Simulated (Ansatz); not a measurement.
Input of an Ansatz 0.2.0 run:

input.yaml

```yaml
crystal:
  lattice:
    - [2.93, 0.0, 0.0]
    - [-1.465, 2.5374544331, 0.0]
    - [0.0, 0.0, 4.79]
  atoms:
    - { symbol: Ag, position: [0.6666666667, 0.3333333333, 0.75] }
    - { symbol: Ag, position: [0.3333333333, 0.6666666667, 0.25] }
kpoints:
  mp_grid: { grid: [10, 10, 6] }
scf:
  occupations: { method: fermi_dirac, width: 0.05 }
hamiltonian:
  xc: pbesol
  pseudopotentials: { kind: all_electron, lapw: { basis_error: 0.001 } }
output:
  forces: true
  stress: true
relax:
  f_tol: 0.02
  max_steps: 60
  cell: {}
```

Potentials or basis: all-electron LAPW, scalar-relativistic.

Run with:

```sh
$ ansatz run input.yaml --threads 1 --pin off --max-ram 3072MiB --backend cpu --events-out ev --progress --plain --runs-dir out
```

(1) Estimate the relaxed cell.

(2) Predict the space group after relaxing (to 0.05 Å).

(3) Predict the relaxed volume.

## Answers

(1) a = 2.875 Å, b = 2.875 Å, c = 4.673 Å, α = 90.00°, β = 90.00°, γ = 120.00°.

(2) P6_3/mmc (No. 194).

(3) 16.73 Å³/atom.
